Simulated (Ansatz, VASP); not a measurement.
Ba: VASP beside Ansatz

```xyz
1
Lattice="4.2827 0.0000 0.0000 -2.1413 3.7089 0.0000 0.0000 0.0000 3.8871" Properties=species:S:1:pos:R:3 pbc="T T T"
Ba    0.0000    0.0000    0.0000
```

Change from the starting cell: volume scaled by 0.98.

Alike in both runs: task single point; functional PBE; k mesh 7 × 7 × 7; occupations fermi-dirac, width 0.05 eV; no spin polarisation.

```csv
,VASP,Ansatz
version,VASP 6.6.1,Ansatz 0.2.0
potentials or method,"VASP PAW PBE potentials, release 64 (Ba_sv)",Ansatz PAW
plane-wave cutoff (eV),520,420
valence electrons in the cell,10,10
```

Ansatz gave:

- gap on the k mesh at the Fermi level (eV): none
- pressure (GPa): 0.0
- largest component of the traceless stress (GPa): 0.48

**Question.** What did VASP give for the same quantities?

**Answer.** gap on the k mesh at the Fermi level (eV): none; pressure (GPa): 0.0; largest component of the traceless stress (GPa): 0.52.

A gap of «none» marks a metal or a gap that the smearing closes.

Spin-orbit coupling is left out, which matters for the levels of Ba.
